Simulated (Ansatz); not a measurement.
The system is AlCu.

```xyz
2
Lattice="2.9975 0.0000 0.0000 0.0000 2.9975 0.0000 0.0000 0.0000 2.9975" Properties=species:S:1:pos:R:3 pbc="T T T"
Cu    1.4988    1.4988    1.4988
Al    0.0000    0.0000    0.0000
```

The cell comes from a database or a generator and needn't be the stable form of this composition.

Base run:

| Item | Value |
| --- | --- |
| Program | Ansatz 0.2.0 |
| Functional | PBEsol |
| Potentials or basis | all-electron LAPW, non-relativistic |
| Cutoff | 233 eV (chosen from the basis error) |
| Basis error allowed | 0.001 eV/atom |
| k mesh | 9 × 9 × 9 |
| Occupations | fermi-dirac, width 0.05 eV |
| Spin | no spin polarisation |

Its results: pressure -2.7 GPa.

Q: The run is repeated on the same cell with these changes: potentials or basis from all-electron LAPW, non-relativistic to all-electron LAPW, scalar-relativistic. What comes out?

A: Pressure -4.7 GPa.
